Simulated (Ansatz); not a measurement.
The system is Tl.

```
CELL_PARAMETERS angstrom
3.50864 0.00000 0.00000
-1.75432 3.03857 0.00000
0.00000 0.00000 11.26560
ATOMIC_POSITIONS crystal
Tl 0.66667 0.33333 0.75000
Tl 0.00000 0.00000 0.50000
Tl 0.33333 0.66667 0.25000
Tl 0.00000 0.00000 0.00000
```

| Quantity | Value |
| --- | --- |
| Program | Ansatz 0.2.0 |
| Task | single point |
| Functional | PBE |
| Potentials or basis | Ansatz PAW |
| Cutoff | 420 eV (not typed: the program's choice for these potentials) |
| k mesh | 9 × 9 × 3 |
| Occupations | fermi-dirac, width 0.05 eV |
| Spin | no spin polarisation |

On this cell: pressure 1.2 GPa; largest force under 0.003 eV/Å; band gap on the k mesh none (metal or under the smearing width).

The same run follows on a disturbed copy (atoms moved at random, drawn with an rms of 0.05 Å):

```xyz
4
Lattice="3.5086 0.0000 0.0000 -1.7543 3.0386 0.0000 0.0000 0.0000 11.2656" Properties=species:S:1:pos:R:3 pbc="T T T"
Tl    1.7630    1.0208    8.4914
Tl   -0.0120    0.0357    5.6130
Tl   -0.0005    2.0098    2.7905
Tl    0.0253    0.0065    0.0076
```

What changes?

The energy (extrapolated to zero smearing) moves by +0.9 meV/atom; pressure 1.2 GPa; largest force 0.108 eV/Å; band gap on the k mesh none (metal or under the smearing width).

Forces on the atoms (eV/Å):
```
Tl   0.000  0.000 -0.108
Tl   0.004 -0.006  0.057
Tl   0.002  0.005  0.044
Tl  -0.006  0.001  0.006
```
